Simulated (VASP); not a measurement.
Runs of VASP 6.6.1 on CdO (Monteponite). Symmetry: Fm-3m, No. 225, cubic system. The conventional cell has a = 4.699 Å, b = 4.699 Å, c = 4.699 Å, α = 90.00°, β = 90.00°, γ = 90.00°. Around Cd (site symmetry m-3m) lie 6 O at 2.35 Å. O (site symmetry m-3m) is surrounded by 6 Cd at 2.35 Å. 

```tsv
level	gap on the mesh (eV)	pressure (GPa)	relaxed volume (Å³/atom)
vdW-DF	none	0.0	(b)
optB86b-vdW	none	0.0	13.28
optB88-vdW	none	0.0	13.46
rev-vdW-DF2	none	0.0	13.33
vdW-DF-cx	none	0.0	13.11
BEEF-vdW	none	0.0	(a)
vdW-DF2	none	0.0	14.54
optPBE-vdW	none	0.0	13.73
```

Alike in all rows: task relaxation of cell and atoms; potentials or basis VASP PAW PBE potentials, release 64 (Cd, O); no spin polarisation; cell relaxed; k mesh 10 × 10 × 10; cutoff (eV) 600; smearing fermi-dirac 0.05 eV.

Question: Estimate the missing entries.

Answer: (a) 13.91; (b) 14.21.

Caveats: the PAW data sets were made with another functional, which shifts forces and pressure a little; this crystal is a semiconductor, whose small gap the functional closes, so the metal is an error of the method; the volume moved by +12 % from the deposited cell, more than functionals usually miss (some runs).

A k mesh can miss the band edges, and the runs leave out spin-orbit coupling on Cd.

A gap of «none» marks a metal or a gap under the smearing width.

Runs at the PBE level aren't shown here.
